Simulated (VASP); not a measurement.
**PbSe (Clausthalite): single point with PBE**

**Measured values to compare with.**

From a printed reference work, monograph, for a bulk crystal of PbSe at 4.2 K: band gap 0.15 eV (direct).

PbSe (Clausthalite):

```
Pb Se
1.0
     0.00000    3.06065    3.06065
     3.06065    0.00000    3.06065
     3.06065    3.06065    0.00000
Pb Se
1 1
Direct
  0.00000 0.00000 0.00000
  0.50000 0.50000 0.50000
```

| Quantity | Value |
| --- | --- |
| Program | VASP 6.6.1 |
| Task | single point |
| Functional | PBE |
| Potentials or basis | VASP PAW PBE potentials, release 64 (Pb_d, Se) |
| Cutoff | 520 eV |
| k mesh | 8 × 8 × 8 |
| Occupations | gaussian, width 0.012 eV |
| Spin | no spin polarisation |
| Further INCAR settings | ALGO = Normal; EDIFF = 1e-06 |

```
Pressure               : 2.4 GPa
Band gap on the k mesh : 0.29 eV, direct
```

Levels at points of the mesh, in eV from the valence-band top:
| k point | band 7 | band 8 | band 9 | band 10 | band 11 | band 12 | band 13 | band 14 |
| --- | --- | --- | --- | --- | --- | --- | --- | --- |
| (0.00, 0.00, 0.00) | -6.30 | -1.88 | -1.88 | -1.88 | 4.71 | 4.71 | 4.71 | 6.52 |
| (0.50, 0.00, 0.00) | -8.80 | -1.47 | -1.47 | 0.00 | 0.29 | 1.70 | 1.70 | 8.55 |
| (0.50, 0.50, 0.00) | -7.38 | -4.98 | -3.24 | -3.24 | 3.69 | 5.61 | 5.61 | 6.05 |

Wall time 19 s on 1 thread of Intel(R) Xeon(R) Platinum 8559C (Emerald Rapids), with other jobs on the host, peak memory 0.17 GiB.

Measured gap of PbSe: 0.15 eV (direct; 4.2 K; a printed reference work, monograph). This calculation gives 0.29 eV (+0.14 eV). 2 values of this kind are on record (0.15 to 0.28 eV); this one was drawn at random. Spin-orbit coupling on Pb, Se is left out. The value is that of PBE on a finite k mesh, which can miss the band edges, without temperature or zero-point motion.

Caveat: spin-orbit coupling is left out, which as a rule narrows the gap of such compounds by several tenths of an eV.
